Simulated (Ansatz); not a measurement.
# Yb (Im-3m) in Ansatz: single point with PBE

Aim: the single point of Yb with PBE.

All numbers are computed with Ansatz 0.2.0; they aren't measurements. Logs are shortened: lines on timing, memory, paths and dates and some standing lists are left out, and cuts for length are marked.

### 1 Starting point

The structure is cubic, space group Im-3m (No. 229). Conventional cell: a = 4.303 Å, b = 4.303 Å, c = 4.303 Å, α = 90.00°, β = 90.00°, γ = 90.00°. Yb (site symmetry m-3m) has 8 Yb at 3.73 Å as nearest neighbours.

This isn't the form of Yb at room conditions, which is fcc.

### 2 Single point, PBE, collinear spin, ferromagnetic start

Contents of input.yaml:

```yaml
crystal:
  lattice:
    - [-2.151483, 2.151483, 2.151483]
    - [2.151483, -2.151483, 2.151483]
    - [2.151483, 2.151483, -2.151483]
  atoms:
    - { symbol: Yb, position: [0.0, 0.0, 0.0], spin: 2.5 }
hamiltonian:
  xc: pbe
  pseudopotentials: { kind: paw }
magnetization:
  spin_polarized: true
kpoints:
  mp_grid: { grid: [9, 9, 9] }
scf:
  occupations: { method: fermi_dirac, width: 0.05 }
output:
  forces: true
  stress: true
  eigenvalues: true
  write_density: true
  write_potential: true
  elf: true
  volumetric_format: npy
```

Potentials or basis: Ansatz PAW.

Run with:

```bash
ansatz run input.yaml --threads 2 --pin off --max-ram 5120MiB --backend cpu --events-out ev --progress --plain --runs-dir out
```

Log:

```text
Warning: where an SCF of this run starts from atoms to list the orders of its open shells, Yb (site 0, from 0) starts with 0.44 μB on its 4f shell and 0.44 μB on its 5d shell, in the place of the 2.50 μB that the deck gives it: its open shells can hold no more by Hund's first rule. To start from spheres of the given moment, type scf.initial_density.shell_occupations: []
Warning: RAYON_NUM_THREADS=2 ignored (pool sized by the plan → 2); use --threads N
Engine: ansatz 0.2.0, aarch64-unknown-linux-gnu
Pseudopotentials: kind: paw
Pseudopotential: Yb, paw, valence charge 24, recommended cutoff 420 eV (normal), Yb.paw.azcp
Functional definition: PBE
  parameter kappa = 0.804
  parameter beta = 0.06672455060314922
  exchange = pbe_x(kappa = kappa, mu = beta*pi^2/3)
  correlation = pbe_c(beta = beta)
Crystal: 1 atoms, lattice volume = 39.836 Å³
Basis set: ecut = 420 eV, 767 PW (Γ), exchange–correlation on 50×50×50 points (8 copies of the dense FFT grid, shifted against one another)
Bands: 18, of which v1, the nominal top of the filled ones, is band 12 counted from 1 (11 counted from 0)
Symmetry: 48 space group operations
Space group: Im-3m (ITA 229), of the structure as read, at distance tolerance 3.4e-5 Å
Magnetic group: BNS 229.140 (UNI 1642), of the structure as read, at distance tolerance 3.4e-5 Å
k-points: 35 of 729
Non-local potential: Yb, projectors of the file, l = 0: 3, l = 1: 2, l = 2: 2, l = 3: 3
PAW form: soft (Blöchl's): semilocal exchange-correlation on the pseudo side does not see the compensation charge
PAW one-centre angular grid: Yb, 590 points (default); XC on 64 Gauss nodes
Initial density: superposition of atomic densities (chi_scale 0.1, normalization cell)
Starting moments: Σ|m| = 2.5 μB on 1 of 1 site
Initial wavefunctions: pseudopotential atomic-orbital guess
Functional: x = pbe(κ = 0.804, μ = 0.2195149727645171), c = pbe(β = 0.06672455060314922)
iter 1 solved again at ethr=1.91e-4 eV; its pass at ethr=3.10e-3 eV (dr2=4.58e-2 eV) is discarded
SCF iter   1: F=—  HF=-13794.853438 eV  |F-HF|=—  |Δ(HF+E_count)|=         —  Δρ=2.94e-2 (↑2.94e-2 ↓2.49e-2)  dr2=4.61e-2  dr2_m=2.64e-1  M=0.269 μB ∫|m|=0.269 μB  β_m=0.30  ethr=1.91e-4  ⟨swp⟩=1.7  Hψ=8232  notcnv=0
Mixer restart at iter 1: flushing history
preconditioner: auto → Kerker (q_TF=auto, 2.507 Å⁻¹)  [metal: Δε(μ)=0.029 eV  Ē_g=10.942 eV  σ=0.050 eV  W_gap=0.14  n_scr=12 (ndim 8)  ℏωp=27.6 eV  f_vac=0.000  D(μ)=3.64/eV (n_scr^D=42)]
spin=Collinear: Kerker preconditioning applied to the charge; magnetization (m = ρ↑ − ρ↓) channel mixes plain (no charge-response kernel on spin).
SCF iter   2: F=—  HF=-13794.866771 eV  |F-HF|=—  |Δ(HF+E_count)|=   1.33e-2  Δρ=2.21e-2 (↑2.20e-2 ↓2.21e-2)  dr2=2.43e-2  dr2_m=1.72e-1  M=0.206 μB ∫|m|=0.206 μB  β_m=0.55  ethr=1.91e-4  ⟨swp⟩=1.9  Hψ=1466  notcnv=0
SCF iter   3: F=—  HF=-13795.039270 eV  |F-HF|=—  |Δ(HF+E_count)|=   1.72e-1  Δρ=7.92e-3 (↑7.92e-3 ↓2.20e-3)  dr2=2.52e-2  dr2_m=4.05e-3  M=0.029 μB ∫|m|=0.060 μB  β_m=0.47  ethr=1.01e-4  ⟨swp⟩=3.1  Hψ=3481  notcnv=0
SCF iter   4: F=—  HF=-13794.969446 eV  |F-HF|=—  |Δ(HF+E_count)|=   6.98e-2  Δρ=6.66e-3 (↑6.66e-3 ↓1.57e-3)  dr2=2.04e-2  dr2_m=2.89e-3  M=0.007 μB ∫|m|=0.046 μB  β_m=0.73  ethr=1.01e-4  ⟨swp⟩=3.3  Hψ=3667  notcnv=0  defer=44
SCF iter   5: F=—  HF=-13794.979872 eV  |F-HF|=—  |Δ(HF+E_count)|=   1.04e-2  Δρ=3.28e-3 (↑2.81e-3 ↓3.28e-3)  dr2=1.38e-2  dr2_m=5.46e-5  M=0.017 μB ∫|m|=0.034 μB  β_m=0.87  ethr=8.51e-5  ⟨swp⟩=1.2  Hψ=1592  notcnv=0  defer=44
SCF iter   6: F=—  HF=-13794.998714 eV  |F-HF|=—  |Δ(HF+E_count)|=   1.88e-2  Δρ=1.81e-3 (↑1.81e-3 ↓1.00e-3)  dr2=2.26e-3  dr2_m=5.28e-4  M=0.001 μB ∫|m|=0.005 μB  β_m=0.92  ethr=5.76e-5  ⟨swp⟩=2.9  Hψ=2725  notcnv=0  defer=45
SCF iter   7: F=—  HF=-13794.996746 eV  |F-HF|=—  |Δ(HF+E_count)|=   1.97e-3  Δρ=1.55e-3 (↑2.64e-4 ↓1.55e-3)  dr2=9.11e-4  dr2_m=2.26e-4  M=0.008 μB ∫|m|=0.012 μB  β_m=0.88  ethr=9.40e-6  ⟨swp⟩=2.3  Hψ=2637  notcnv=0  defer=44
SCF iter   8: F=—  HF=-13794.998325 eV  |F-HF|=—  |Δ(HF+E_count)|=   1.58e-3  Δρ=1.55e-4 (↑1.26e-4 ↓1.55e-4)  dr2=3.05e-5  dr2_m=4.25e-7  M=0.002 μB ∫|m|=0.003 μB  β_m=0.94  ethr=3.80e-6  ⟨swp⟩=3.0  Hψ=2482  notcnv=0  defer=45
SCF iter   9: F=—  HF=-13794.998341 eV  |F-HF|=—  |Δ(HF+E_count)|=   1.66e-5  Δρ=1.96e-4 (↑1.96e-4 ↓1.63e-4)  dr2=5.54e-7  dr2_m=1.17e-5  M=0.001 μB ∫|m|=0.001 μB  β_m=0.93  ethr=1.27e-7  ⟨swp⟩=2.6  Hψ=2330  notcnv=0  defer=45
SCF iter  10: F=—  HF=-13794.998341 eV  |F-HF|=—  |Δ(HF+E_count)|=   5.84e-7  Δρ=2.79e-5 (↑2.79e-5 ↓7.09e-6)  dr2=3.41e-7  dr2_m=7.02e-8  M=0.000 μB ∫|m|=0.000 μB  β_m=0.96  ethr=2.31e-9  ⟨swp⟩=2.1  Hψ=2078  notcnv=0  defer=45
SCF iter  11: F=—  HF=-13794.998343 eV  |F-HF|=—  |Δ(HF+E_count)|=   1.85e-6  Δρ=8.98e-6 (↑3.92e-6 ↓8.98e-6)  dr2=4.82e-8  dr2_m=4.41e-9  M=0.000 μB ∫|m|=0.000 μB  β_m=0.98  ethr=1.42e-9  ⟨swp⟩=3.0  Hψ=2462  notcnv=0  defer=45
iter 12 did not close the SCF: its close was put off for a magnetic moment that had not settled (scf_convergence_deferred on its scf_iter line)
SCF iter  12: F=-13794.998343 eV  HF=-13794.998343 eV  |F-HF|=1.26e-7  |Δ(HF+E_count)|=   1.33e-7  Δρ=1.12e-5 (↑1.12e-5 ↓5.80e-6)  dr2=9.69e-8  dr2_m=3.47e-9  M=0.000 μB ∫|m|=0.000 μB  β_m=0.99  ethr=2.01e-10  ⟨swp⟩=10.3  Hψ=10005  notcnv=0
iter 13 did not close the SCF: its close was put off for a magnetic moment that had not settled (scf_convergence_deferred on its scf_iter line)
SCF iter  13: F=-13794.998343 eV  HF=-13794.998343 eV  |F-HF|=5.00e-8  |Δ(HF+E_count)|=   7.97e-9  Δρ=5.48e-6 (↑4.62e-6 ↓5.48e-6)  dr2=3.58e-8  dr2_m=9.00e-11  M=0.000 μB ∫|m|=0.000 μB  β_m=0.95  ethr=2.01e-10  ⟨swp⟩=6.7  Hψ=7894  notcnv=0
SCF iter  14: F=-13794.998343 eV  HF=-13794.998343 eV  |F-HF|=9.73e-9  |Δ(HF+E_count)|=   2.37e-9  Δρ=2.36e-6 (↑2.36e-6 ↓2.21e-6)  dr2=7.22e-9  dr2_m=2.38e-12  M=0.000 μB ∫|m|=0.000 μB  ethr=1.49e-10  ⟨swp⟩=6.6  Hψ=7487  notcnv=0
SCF 1 converged in 14 iterations: F = -13794.998343 eV  dr2 = 7.22e-9
WARN: the starting moments were not kept: the SCF closed with an absolute magnetisation of 3.6e-6 μB, where they sum to 2.5 μB in size (1 site). That is at most 0.1 of that sum. Measured as dr2_m measures the in/out step, that magnetisation stands 3.5e-12 eV from none, at or under the dr2_threshold of 1.0e-7 eV: it is no larger than a step whose dr2_m would equal this threshold. The system may hold no moment; this SCF shows only that its start led to no more than that. To try another start: raise the starting moments (crystal.atoms[].spin, magnetization.per_species, magnetization.initial_magnetization, or on a non-collinear deck that types none of these the spinor_matrix: blocks that start its atoms; where the total moment is fixed, keep their sum and leave initial_magnetization as it is; typed ones take the place of any that the run laid by itself, positive ones on a crystal's lanthanoids without a Hubbard term where scf.initial_density.shell_occupations: [] is typed) or, if the notice of its spin-set hold's release reads "site moments contracting" or "site moments show no strong build", lengthen the hold (scf.mixing.spin_hold: { on: { confirm: 4 } }; for m-r²SCAN on two components see the key's manual first). Each may lead to a state that holds a moment. A second SCF, from the converged charge density, with the starting moments and any scf.initial_density.shell_occupations laid on it anew, would have followed, and was not run: the deck does not ask for one (magnetization.retry_lost_moments is false, the default). To let it run, set magnetization.retry_lost_moments: true and run the deck again, where that key's refused combinations let it; where memory then withholds it, that run's warning says so.
SCF converged after 14 iterations
Magnetization: 0.0000 μB (12.0000 up, 12.0000 down)
Absolute magnetization: 0.0000 μB (∫|ρ↑−ρ↓|, with the PAW one-centre terms)
Spin contamination: 0.0000 ħ² per cell (⟨S²⟩ above its minimum at these occupations)
Per-site moments (μB) at R_I (Å): [(4.6552084982649214e-8, 1.5371721203935431)]
Free energy (F): -13794.998343 eV
Harris-Foulkes:  -13794.998343 eV  (|F-HF|=9.73e-9)
Internal energy: -13794.985416 eV  (E = F + TS)
E sigma→0 (E₀):  -13794.991879 eV
Entropy (-TS):   -0.012927 eV (-12.927 meV/atom)
Fermi energy:    9.438839 eV
--- Per-component energies (eV) ---
  E_band       = -30.003790
  E_kinetic    = 351.369695
  E_local      = -6502.526305  (includes V_loc(G=0)·N_el)
  E_nonlocal   = 553.686062
  E_hartree    = 2827.446155
  E_xc         = -161.773287
  E_vxc        = -201.295639  (∫ρ·V_xc dr)
  E_paw        = -7355.779734  (= ΣΔE_a)
  E_vpaw       = 113.879144  (= ΣTr[D̂ρ^β])
  E_aug_tail   = 0.000003  (compensation charges beyond the density's cutoff)
  E_ewald      = -3507.408004
  E_smearing   = -0.012927  (= −TS)
  E_closure    = 0.000000  (closes the sum)
  Σ components = -13794.998343   (vs F -13794.998343, Δ=0.00e0)
--- Forces (eV/Å), atoms counted from 1 ---
  atom   1  Yb     0.00000000     0.00000000     0.00000000
  max |Σ_I F_I| component: 2.11e-32 eV/Å
--- Stress (GPa, compression-positive) ---
       -2.182441      -0.000000      -0.000000
       -0.000000      -2.182441       0.000000
        0.000000      -0.000000      -2.182441
  P = ⅓ Tr σ = -2.1824 GPa (-21.824 kbar)
--- Band table (eV; the first three rows and the last of 70) ---
  k-point 0 ↑: bands = ["-42.2487", "-14.5222", "-14.5222", "-14.5222", "4.5125", "9.0128", "9.0128", "9.0128", "9.1165", "9.1165", "9.1165", "9.1369", "12.2624", "12.2624", "12.2624", "13.9934", "13.9934", "19.6570"]
  k-point 1 ↑: bands = ["-42.2474", "-14.5516", "-14.5319", "-14.5222", "4.7845", "9.0144", "9.0155", "9.0195", "9.1087", "9.1113", "9.1127", "9.1273", "12.0415", "12.0954", "12.5397", "13.7104", "13.9939", "19.9065"]
  k-point 2 ↑: bands = ["-42.2441", "-14.6248", "-14.5565", "-14.5221", "5.5530", "9.0199", "9.0200", "9.0393", "9.0843", "9.0914", "9.1064", "9.1235", "11.4031", "11.5593", "13.3382", "13.6375", "14.0611", "19.6767"]
  k-point 34 ↓: bands = ["-42.2291", "-14.6974", "-14.6926", "-14.6926", "9.0130", "9.0387", "9.0424", "9.0451", "9.0451", "9.1132", "9.1226", "9.1226", "9.2860", "13.5326", "13.6531", "13.6531", "15.5861", "16.3057"]
```

Wall time 3 s (2 threads of Arm Neoverse V2, shared host); peak memory 0.32 GiB.

What came out:

```yaml
Free_energy: -13794.9983 eV
Pressure: -2.2 GPa
Band_gap_on_the_k_mesh: none (metal or under the smearing width)
Net_moment: 0.00 μB per cell
Absolute_moment: 0.00 μB per cell
```

Caveat: spin-orbit coupling is left out, which moves the levels of the heavy elements; the starting moments weren't kept.
